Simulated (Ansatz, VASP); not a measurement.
GaN: VASP beside Ansatz

INCAR

```
SYSTEM = GaN
PREC     = Accurate       ! precision mode
ENCUT    = 520            ! plane-wave cutoff, eV
EDIFF    = 1E-6           ! SCF threshold, eV
ISMEAR   = 0              ! smearing method
SIGMA    = 0.05           ! smearing width, eV
LREAL    = .FALSE.        ! projectors in reciprocal space
LASPH    = .TRUE.         ! aspherical terms in the spheres
NELM     = 100            ! most SCF steps
ALGO     = Normal         ! electronic algorithm
ISIF     = 2              ! what is computed and relaxed
LWAVE    = .FALSE.        ! write WAVECAR
LCHARG   = .FALSE.        ! write CHGCAR
GGA      = PS             ! functional
NBANDS   = 26             ! bands
```

The input KPOINTS:

```
regular mesh
0
G
  12 12 6
  0 0 0
```

File POSCAR:

```
GaN
1.0
    3.2303171645      0.0000000000      0.0000000000
   -1.6151585822      2.7975367267      0.0000000000
    0.0000000000      0.0000000000      5.2632074707
Ga N
2 2
Direct
    0.3333333333      0.6666666667      0.9991941071
    0.6666666667      0.3333333333      0.4991941071
    0.3333333333      0.6666666667      0.3758058929
    0.6666666667      0.3333333333      0.8758058929
```

Input for Ansatz:

```yaml
crystal:
  lattice:
    - [3.2303171645, 0.0, 0.0]
    - [-1.6151585822, 2.7975367267, 0.0]
    - [0.0, 0.0, 5.2632074707]
  atoms:
    - { symbol: Ga, position: [0.3333333333, 0.6666666667, 0.9991941071] }
    - { symbol: Ga, position: [0.6666666667, 0.3333333333, 0.4991941071] }
    - { symbol: "N", position: [0.3333333333, 0.6666666667, 0.3758058929] }
    - { symbol: "N", position: [0.6666666667, 0.3333333333, 0.8758058929] }
basis:
  ecutwfc: 420
kpoints:
  mp_grid: { grid: [12, 12, 6] }
hamiltonian:
  xc: pbesol
scf:
  occupations: { method: gaussian, width: 0.05 }
output:
  forces: true
  stress: true
  eigenvalues: true
```

Change from the starting cell: strain +0.015 along x and y, +0.015 along z, atoms carried along.

Alike in both runs: task single point; functional PBEsol; k mesh 12 × 12 × 6; occupations gaussian, width 0.05 eV; no spin polarisation.

|  | VASP | Ansatz |
| --- | --- | --- |
| version | VASP 6.6.1 | Ansatz 0.2.0 |
| potentials or method | VASP PAW PBE potentials, release 64 (Ga_d, N) | scalar-relativistic, plane waves, PAW |
| plane-wave cutoff (eV) | 520 | 420 |
| valence electrons in the cell | 36 | 36 |

```tsv
	VASP	Ansatz	Ansatz less VASP
gap on the k mesh at the Fermi level (eV)	1.60	1.58	-0.016
least direct gap on the mesh (eV)	1.60	1.58	-0.016
pressure (GPa)	-7.8	-7.6	+0.17
largest component of the traceless stress (GPa)	0.05	0.03	-0.018
rms of the force components (eV/Å)	0.005	0.005	-0.0003
```

Atom by atom the forces differ by 0.000 eV/Å (rms over components).

Caveats: the PAW data sets were made with another functional, which shifts forces and pressure a little (VASP).
